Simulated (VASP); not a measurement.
## MgH2 in VASP 6.6.1, single-point calculation

INCAR

```
NELM = 92
PREC = Accurate
ISYM = 3
IBRION = -1
NELMIN = 8
GGA = PS
LASPH = .TRUE.
ENCUT = 520
NSW = 0
LWAVE = .FALSE.
NBANDS = 9
LCHARG = .FALSE.
EDIFF = 1E-7
SIGMA = 0.02
ISMEAR = -1
LREAL = .FALSE.
ISIF = 2
```

KPOINTS

```
KPOINTS created by Atomic Simulation Environment
0
Gamma
10 10 10
0 0 0
```

POSCAR

```
Mg H
 1.0000000000000000
    -0.0000000000000000    2.3649613291016132    2.3649613291016132
     2.3649613291016132   -0.0000000000000000    2.3649613291016132
     2.3649613291016132    2.3649613291016132   -0.0000000000000000
 Mg  H
   1   2
Cartesian
 -0.0000000000000000  0.0000000000000000  0.0000000000000000
  1.1824806645508066  1.1824806645508066  1.1824806645508066
  3.5474419936524195  3.5474419936524200  3.5474419936524200
```

The recommended PBE PAW datasets give the neutral cell 4 valence electrons.

Command

```
mpirun -np 1 vasp_std
```

OSZICAR

```
N       E                     dE             d eps       ncg     rms          rms(c)
DAV:   1    -0.340946329512E+01   -0.34095E+01   -0.17060E+03   886   0.330E+02
DAV:   2    -0.909105245764E+01   -0.56816E+01   -0.52620E+01  1191   0.426E+01
DAV:   3    -0.920915576030E+01   -0.11810E+00   -0.11803E+00  1047   0.604E+00
DAV:   4    -0.920936711656E+01   -0.21136E-03   -0.21135E-03  1198   0.236E-01
DAV:   5    -0.920936741483E+01   -0.29828E-06   -0.29804E-06  1031   0.756E-03
```

Standard output (part)

```
POSCAR found type information on POSCAR MgH
 POSCAR found :  2 types and       3 ions
 LDA part: xc-table for (Slater+PW92), standard interpolation
 POSCAR, INCAR and KPOINTS ok, starting setup
 WAVECAR not read
 entering main loop
|                     _     ____    _    _    _____     _                     |
|                    | |   | |_) | | |  | | | |  __    | |                    |
|                    |_|   |  _ <  | |  | | | | |_ |   |_|                    |
|                     _    | |_) | | |__| | | |__| |    _                     |
|     internal error in CHECK_FULL_KPOINTS: KPOINTS_FULL not properly         |
|     initialised                                                             |
|     If you are not a developer, you should not encounter this problem.      |
|     Please submit a bug report.                                             |
```

VASP stopped with an error.

The run took about 5.3 s on one core of a shared host (Intel Xeon Platinum 8488C) and held 0.14 GiB at most.
